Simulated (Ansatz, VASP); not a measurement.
## Al3GaN4 in VASP and in Ansatz

The input POSCAR:

```
Al3GaN4
1.0
    4.3671811766      0.0000000000      0.0000000000
    0.0000000000      4.3671811766      0.0000000000
    0.0000000000      0.0000000000      4.3671811766
Al Ga N
3 1 4
Direct
    0.5000000000      0.5000000000      0.0000000000
    0.5000000000      0.0000000000      0.5000000000
    0.0000000000      0.5000000000      0.5000000000
    0.0000000000      0.0000000000      0.0000000000
    0.7444390999      0.7444390999      0.2555609001
    0.7444390999      0.2555609001      0.7444390999
    0.2555609001      0.7444390999      0.7444390999
    0.2555609001      0.2555609001      0.2555609001
```

INCAR.step1

```
SYSTEM = Al3GaN4
  ALGO = Normal
  EDIFF = 1E-4
  ENCUT = 520
  GGA = PE
  ISMEAR = 0
  LASPH = .TRUE.
  LCHARG = .FALSE.
  LREAL = .FALSE.
  LWAVE = .TRUE.
  NBANDS = 31
  NELM = 100
  PREC = Accurate
  SIGMA = 0.02
```

File INCAR.step2:

```
SYSTEM = Al3GaN4
  ALGO = Normal
  EDIFF = 1E-6
  ENCUT = 520
  ISIF = 2
  ISMEAR = 0
  ISTART = 1
  LASPH = .TRUE.
  LCHARG = .TRUE.
  LELF = .TRUE.
  LMIXTAU = .TRUE.
  LREAL = .FALSE.
  LVHAR = .TRUE.
  LWAVE = .FALSE.
  METAGGA = R2SCAN
  NBANDS = 31
  NELM = 100
  PREC = Accurate
  SIGMA = 0.02
```

Contents of KPOINTS:

```
k-points
0
G
  6 6 6
  0 0 0
```

Input for Ansatz:

```yaml
crystal:
  lattice:
    - [4.3671811766, 0.0, 0.0]
    - [0.0, 4.3671811766, 0.0]
    - [0.0, 0.0, 4.3671811766]
  atoms:
    - { symbol: Al, position: [0.5, 0.5, 0.0] }
    - { symbol: Al, position: [0.5, 0.0, 0.5] }
    - { symbol: Al, position: [0.0, 0.5, 0.5] }
    - { symbol: Ga, position: [0.0, 0.0, 0.0] }
    - { symbol: "N", position: [0.7444390999, 0.7444390999, 0.2555609001] }
    - { symbol: "N", position: [0.7444390999, 0.2555609001, 0.7444390999] }
    - { symbol: "N", position: [0.2555609001, 0.7444390999, 0.7444390999] }
    - { symbol: "N", position: [0.2555609001, 0.2555609001, 0.2555609001] }
basis:
  ecutwfc: 500
kpoints:
  mp_grid: { grid: [6, 6, 6] }
  band_path: { path: [VBM, CBM], npoints: 2 }
hamiltonian:
  xc: r2scan
scf:
  occupations: { method: gaussian, width: 0.02 }
output:
  forces: true
  stress: true
  eigenvalues: true
checkpoint:
  read: start.run
  write: ck
  compress: false
  write_wavefunctions: false
  write_every: 100000
```

Alike in both runs: task single point; functional r2SCAN; k mesh 6 × 6 × 6; occupations gaussian, width 0.02 eV; no spin polarisation.

|  | VASP | Ansatz |
| --- | --- | --- |
| version | VASP 6.6.1 | Ansatz 0.2.0 |
| potentials or method | VASP PAW PBE potentials, release 64 (Al, Ga_d, N) | scalar-relativistic, plane waves, PAW |
| plane-wave cutoff (eV) | 520 | 500 |
| valence electrons in the cell | 42 | 42 |

```csv
,VASP,Ansatz,Ansatz less VASP
gap on the k mesh at the Fermi level (eV),4.02,4.03,+0.006
least direct gap on the mesh (eV),4.02,4.03,+0.006
pressure (GPa),5.1,5.1,-0.03
rms of the force components (eV/Å),0.032,0.000,-0.0319
```

Atom by atom the forces differ by 0.032 eV/Å (rms over components).

Caveats: the PAW data sets were made with another functional, which shifts forces and pressure a little (VASP). r2SCAN opens gaps a little over a GGA but as a rule still falls short of measured ones. A k mesh can miss the band edges.
